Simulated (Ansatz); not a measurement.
# C: a line through a two-coordinate scan

How does the energy of C (P6_3/mmc, No. 194; 4 atoms in the cell) vary with engineering shear strain xy, at normal strain along z = 3.50 %?

The COD entry's cell or inner coordinates are ideal or old and differ from later refinements, so a difference from it is no clean test against experiment.

Method: DFT PBEsol+D3(BJ), scalar-relativistic, plane waves, PAW, in Ansatz 0.2.0.

16 further runs of the same task are left out: 16 set aside as unsound or not needed. Runs told in other sessions of the task aren't counted.

## Step 1: The system as given

The structure is hexagonal, space group P6_3/mmc (No. 194). The conventional cell has a = 2.458 Å, b = 2.458 Å, c = 6.580 Å, α = 90.00°, β = 90.00°, γ = 120.00°. C (site symmetry -6m2) is surrounded by 3 C at 1.42 Å.

Structure file:

```xyz
4
Lattice="2.4580 0.0000 0.0000 -1.2290 2.1287 0.0000 0.0000 0.0000 6.5801" Properties=species:S:1:pos:R:3 pbc="T T T"
C     0.0000    0.0000    0.0164
C     0.0000    0.0000    3.3065
C     0.0000    1.4191    0.0165
C     1.2290    0.7096    3.3065
```

This cell was relaxed beforehand with the same method: volume 8.61 Å³/atom, gap on the mesh none (metal).

## Step 2: The scan

The energy is mapped over two homogeneous strains (x along [1 0 0], y along [1 2 0], z along [0 0 1] of the conventional cell).

First coordinate, engineering shear strain xy: 9 values from −30.0 %. Second coordinate, normal strain along z: 9 values from −7.00 %.

Nothing else is relaxed (fractional coordinates fixed). Energies count from the relaxed crystal. Points are written as (first, second).

## Step 3: Grid point (−30.0 %, 3.50 %)

File input.yaml:

```yaml
crystal:
  lattice:
    - [2.4580081303, -0.3687012195, 0.0]
    - [-1.5483086877, 2.3130480933, 0.0]
    - [0.0, 0.0, 6.8103587252]
  atoms:
    - { symbol: C, position: [0.0, 0.0, 0.0025] }
    - { symbol: C, position: [0.0, 0.0, 0.5025] }
    - { symbol: C, position: [0.3333333333, 0.6666666667, 0.0025] }
    - { symbol: C, position: [0.6666666667, 0.3333333333, 0.5025] }
basis:
  ecutwfc: 520.0
kpoints:
  mp_grid: { grid: [18, 18, 6] }
hamiltonian:
  xc: pbesol
  pseudopotentials: { kind: paw, azcp: { folder: soft_1 } }
  dispersion: d3bj
scf:
  occupations: { method: gaussian, width: 0.15 }
output:
  forces: true
  stress: true
  eigenvalues: true
```

Started as:

```
ansatz run input.yaml --threads 2 --pin off --max-ram 4096MiB --backend cpu --events-out ev --progress --plain --runs-dir out
```

The session goes on with these runs: the other points of the line.

What does the calculation give? Wanted: for each run, engineering shear strain xy; energy; slope; pressure; largest force on an atom.

The runs gave:

```
engineering shear strain xy (%)  step  energy (meV/atom)  slope (meV/atom per %)  pressure (GPa)  band gap on the k-mesh (eV)  largest force on an atom (eV/Å)
                          −30.0     3               1200                     −83            34.3                         0.14                             5.62
                          −22.5     4                663                     −61            19.6                         0.40                             3.67
                          −15.0     5                291                     −39             8.5                         0.23                             2.15
                           −7.5     6                 72                     −19             1.9                         0.35                             0.98
                            0.0     7                1.1                       0            −0.3                         0.00                             0.00
                            7.5     –                 72                      19             1.9                         0.35                             0.98
                           15.0     –                291                      39             8.5                         0.23                             2.15
                           22.5     –                663                      61            19.6                         0.40                             3.67
                           30.0     –               1200                      83            34.3                         0.14                             5.62
```

Energies count from the relaxed crystal. Rows without a step come from runs not printed here or follow by symmetry. Slopes come from the forces (and the stress, where the cell changes), not from differences of energies.

Of the points computed the energy is lowest at 0.0 %, 1.1 meV/atom from the zero. The highest point computed, at −30.0 %, lies 1199 meV/atom above the lowest. The gap on the mesh reads zero on part of the line; semilocal functionals close small gaps early. This is one cut through a surface in two coordinates; the map's lowest point lies off it. The gap on the mesh closes on part of the grid.
